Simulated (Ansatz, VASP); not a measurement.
# Two plane-wave programs on Sc

The input INCAR:

```
SYSTEM = Sc
PREC = Accurate
ENCUT = 600
EDIFF = 1E-6
ISMEAR = -1
SIGMA = 0.1
LREAL = .False.
LASPH = .True.
NELM = 80
ALGO = Normal
ISIF = 3
LWAVE = .False.
LCHARG = .False.
IBRION = 2
NSW = 80
EDIFFG = -0.01
```

Contents of KPOINTS:

```
regular mesh
0
Gamma
  12 12 12
  0 0 0
```

File POSCAR:

```
Sc
1.0
   -1.8420678645      1.8420678645      1.8420678645
    1.8420678645     -1.8420678645      1.8420678645
    1.8420678645      1.8420678645     -1.8420678645
Sc
1
Direct
    0.0000000000      0.0000000000      0.0000000000
```

Input for Ansatz:

```yaml
crystal:
  lattice:
    - [-1.8420678645, 1.8420678645, 1.8420678645]
    - [1.8420678645, -1.8420678645, 1.8420678645]
    - [1.8420678645, 1.8420678645, -1.8420678645]
  atoms:
    - { symbol: Sc, position: [0.0, 0.0, 0.0] }
hamiltonian:
  xc: lda
  pseudopotentials:
    kind: paw
    azcp:
      Sc: "pseudopotentials/Sc.paw.azcp"
basis:
  ecutwfc: 420
  fft_grid_basis: typed
kpoints:
  mp_grid: { grid: [12, 12, 12], shift: [0, 0, 0] }
magnetization:
  spin_polarized: false
scf:
  occupations: { method: fermi_dirac, width: 0.1 }
relax:
  max_steps: 60
  f_tol: 0.01
  cell: {}
```

The cell was built by a generator and needn't be a form met in nature.

Alike in both runs: task relaxation of cell and atoms; functional LDA; k mesh 12 × 12 × 12; occupations fermi-dirac, width 0.1 eV; no spin polarisation.

|  | VASP | Ansatz |
| --- | --- | --- |
| version | VASP 6.6.1 | Ansatz 0.2.0 |
| potentials or method | VASP PAW LDA potentials, release 64 (Sc_sv) | plane waves (420 eV) with PAW, scalar-relativistic |
| plane-wave cutoff (eV) | 600 | 420 |
| valence electrons in the cell | 11 | 11 |

VASP gave:

| Item | Value |
| --- | --- |
| relaxed volume (Å³/atom) | 22.80 |
| relaxed cell length with the largest relative difference (Å) | 3.094 |
| energy change over the relaxation (meV/atom) | -34 |

Q: Estimate Ansatz's values.

A: Relaxed volume (Å³/atom): 22.77; relaxed cell length with the largest relative difference (Å): 3.093; energy change over the relaxation (meV/atom): -36.

Ansatz warned: «pseudo_functional_mismatch».
